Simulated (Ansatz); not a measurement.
**Tl under changes of volume**

One of the cells (28.575 Å³/atom); the others are scaled copies at fixed shape and fractional positions:

```
Tl
1.0
     3.45600    0.00000    0.00000
    -1.72800    2.99298    0.00000
     0.00000    0.00000    5.52500
Tl
2
Direct
  0.66667 0.33333 0.75000
  0.33333 0.66667 0.25000
```

```yaml
Program: Ansatz 0.2.0
Functional: PBE
Potentials_or_basis: Ansatz PAW
Cutoff: "420 eV (not typed: the program's choice for these potentials)"
k_mesh: 9 × 9 × 5
Occupations: fermi-dirac, width 0.05 eV
Spin: no spin polarisation
```

```tsv
volume (Å³/atom)	energy over the lowest point (meV/atom)	pressure (GPa)
26.860	76.83	6.6
27.432	55.48	5.4
28.003	38.08	4.4
28.575	24.19	3.4
29.146	?	?
29.718	5.47	1.9
30.289	0.00	1.2
```

Problem. What does the run at 29.146 Å³/atom give?

Solution. Energy over the lowest point 13.43 meV/atom; pressure 2.6 GPa.

Worked out: A Birch-Murnaghan fit of order 3 (a polynomial in V^(-2/3)) to the other rows has no minimum within the range. It gives 13.44 meV/atom at 29.146 Å³/atom, against the run's 13.43, and -dE/dV = 2.6 GPa, against 2.6.

Energies are extrapolated to zero smearing.
